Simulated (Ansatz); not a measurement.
# SnTe: from a first guess to the relaxed wurtzite type

First guess:

```xyz
4
Lattice="4.5559 0.0000 0.0000 -2.2779 3.9455 0.0000 0.0000 0.0000 7.4260" Properties=species:S:1:pos:R:3 pbc="T T T"
Sn    0.0000    2.6303    0.0000
Sn    2.2779    1.3152    3.7130
Te    0.0000    2.6303    2.7922
Te    2.2779    1.3152    6.5052
```

All numbers below come from DFT, PBE, PAW with Ansatz's default frozen-core files, scalar-relativistic (Ansatz 0.2.0).

Cell and atoms relax within the symmetry of the start on a 9×9×5 k mesh with 0.05 eV Fermi–Dirac smearing.

The start is built from a prototype, known or not as a phase of this compound; the cutoff is 420 eV.

No spin–orbit coupling, which matters for the heavy atoms here.

(1) What is the pressure of the first guess?

(2) What does it relax to?

(3) How much energy does the relaxation release?

Results:

(1) 15.86 GPa.

(2) a = 5.436 Å, b = 5.436 Å, c = 6.528 Å, α = 90.00°, β = 90.00°, γ = 120.00° (conventional cell), 41.77 Å³ per atom:
```
CELL_PARAMETERS angstrom
5.43593 0.00000 0.00000
-2.71797 4.70766 0.00000
0.00000 0.00000 6.52823
ATOMIC_POSITIONS crystal
Sn 0.33333 0.66667 0.95362
Sn 0.66667 0.33333 0.45362
Te 0.33333 0.66667 0.42238
Te 0.66667 0.33333 0.92238
```

(3) 572 meV/atom.
